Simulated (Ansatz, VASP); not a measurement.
## Two plane-wave programs on SnO2

File INCAR:

```
PREC = Accurate
ENCUT = 520
EDIFF = 1E-7
ISMEAR = -1
SIGMA = 0.05
LREAL = False
LASPH = True
NELM = 100
ALGO = Normal
ISIF = 2
LWAVE = False
LCHARG = True
GGA = CA
LELF = True
LVHAR = True
NBANDS = 35
```

KPOINTS

```
regular mesh
0
Gamma
  9 9 3
```

POSCAR

```
SnO2
1.0
    3.2305756168      0.0000000000      0.0000000000
   -1.6152878084      2.7977605530      0.0000000000
    0.0000000000      0.0000000000     10.7905620000
Sn O
2 4
Direct
    0.0000000000      0.0000000000      0.0000000000
    0.0000000000      0.0000000000      0.5000000000
    0.3333333333      0.6666666667      0.9058620000
    0.3333333333      0.6666666667      0.5941380000
    0.6666666667      0.3333333333      0.0941380000
    0.6666666667      0.3333333333      0.4058620000
```

File input.yaml:

```yaml
crystal:
  lattice:
    - [3.2305756168, 0.0, 0.0]
    - [-1.6152878084, 2.797760553, 0.0]
    - [0.0, 0.0, 10.790562]
  atoms:
    - { symbol: Sn, position: [0.0, 0.0, 0.0] }
    - { symbol: Sn, position: [0.0, 0.0, 0.5] }
    - { symbol: O, position: [0.3333333333, 0.6666666667, 0.905862] }
    - { symbol: O, position: [0.3333333333, 0.6666666667, 0.594138] }
    - { symbol: O, position: [0.6666666667, 0.3333333333, 0.094138] }
    - { symbol: O, position: [0.6666666667, 0.3333333333, 0.405862] }
hamiltonian:
  xc: lda
  pseudopotentials: { kind: paw }
kpoints:
  mp_grid: { grid: [9, 9, 3] }
  band_path:
    path:
      - [[0.0, 0.0, 0.0], [0.5, 0.0, 0.0], [0.3333333333, 0.3333333333, 0.0], [0.0, 0.0, 0.0], [0.0, 0.0, 0.5], [0.5, 0.0, 0.5], [0.3333333333, 0.3333333333, 0.5], [0.0, 0.0, 0.5]]
      - [[0.5, 0.0, 0.5], [0.5, 0.0, 0.0]]
      - [[0.3333333333, 0.3333333333, 0.0], [0.3333333333, 0.3333333333, 0.5]]
    npoints: 14
scf:
  occupations: { method: fermi_dirac, width: 0.05 }
  n_extra_bands: 15
output:
  forces: true
  stress: true
  eigenvalues: true
  fatbands: true
```

Measurements of this composition are mostly on another form, of space group No. 136.

Alike in both runs: functional LDA; k mesh 9 × 9 × 3; occupations fermi-dirac, width 0.05 eV; no spin polarisation.

```csv
,VASP,Ansatz
version,VASP 6.6.1,Ansatz 0.2.0
potentials or method,"VASP PAW LDA potentials, release 64 (Sn_d, O)",Ansatz PAW
plane-wave cutoff (eV),520,420
valence electrons in the cell,52,52
task,single point,band structure
```

|  | VASP | Ansatz | Ansatz less VASP |
| --- | --- | --- | --- |
| gap on the k mesh at the Fermi level (eV) | 1.95 | 1.95 | +0.004 |
| least direct gap on the mesh (eV) | 2.38 | 2.37 | -0.006 |
| pressure (GPa) | -7.1 | -7.8 | -0.64 |
| largest component of the traceless stress (GPa) | 2.43 | 2.84 | +0.409 |
| rms of the force components (eV/Å) | 0.300 | 0.327 | +0.0273 |

Atom by atom the forces differ by 0.027 eV/Å (rms over components).

Caveats: spin-orbit coupling is left out, which moves the levels of the heavy elements; an odd mesh through Γ misses points on the zone boundary, where band edges often lie (VASP); the pressure holds a Pulay correction of +0.9 GPa for the finite cutoff (Ansatz); the PAW data sets come from PBE, with cores solved anew for the run's functional, which leaves a small shift of forces and pressure (Ansatz). A hybrid or GW would open this gap; LDA tends to underestimate it.
